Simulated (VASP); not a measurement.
Input of a VASP 6.6.1 run:

The input INCAR:

```
PREC = Accurate
ENCUT = 600
EDIFF = 1E-7
ISMEAR = 1
SIGMA = 0.1
LREAL = F
LASPH = T
NELM = 80
ALGO = Normal
ISIF = 3
LWAVE = F
LCHARG = F
GGA = PS
IBRION = 2
NSW = 90
EDIFFG = -0.005
KPAR = 2
```

File KPOINTS:

```
regular mesh
0
Gamma
  15 15 7
```

Contents of POSCAR:

```
Cd                                      
1.0
    2.9412910875      0.0000000000     -0.0000000000
   -1.4706455437      2.5472328017      0.0000000000
    0.0000000000     -0.0000000000      5.6559335162
  Cd            
     2
Direct
     0.3333333332999970    0.6666666667000030    0.2500000000000000
     0.6666666667000030    0.3333333332999970    0.7500000000000000
```

Potentials or basis: VASP PAW PBE potentials, release 64 (Cd).

Launch:

```sh
$ cat potpaw_PBE.64/Cd/POTCAR > POTCAR
$ mpirun -np 2 vasp_std > vasp.out
```

(1) Predict the band gap on the k mesh.

(2) Estimate the relaxed cell.

(3) What does it give for the space group after relaxing (to 0.05 Å)?

(4) Estimate the relaxed volume.

Results:

(1) none (metal or under the smearing width).

(2) a = 2.940 Å, b = 2.940 Å, c = 5.656 Å, α = 90.00°, β = 90.00°, γ = 120.00°.

(3) P6_3/mmc (No. 194).

(4) 21.17 Å³/atom.

Caveat: the PAW data sets were made with another functional, which shifts forces and pressure a little.
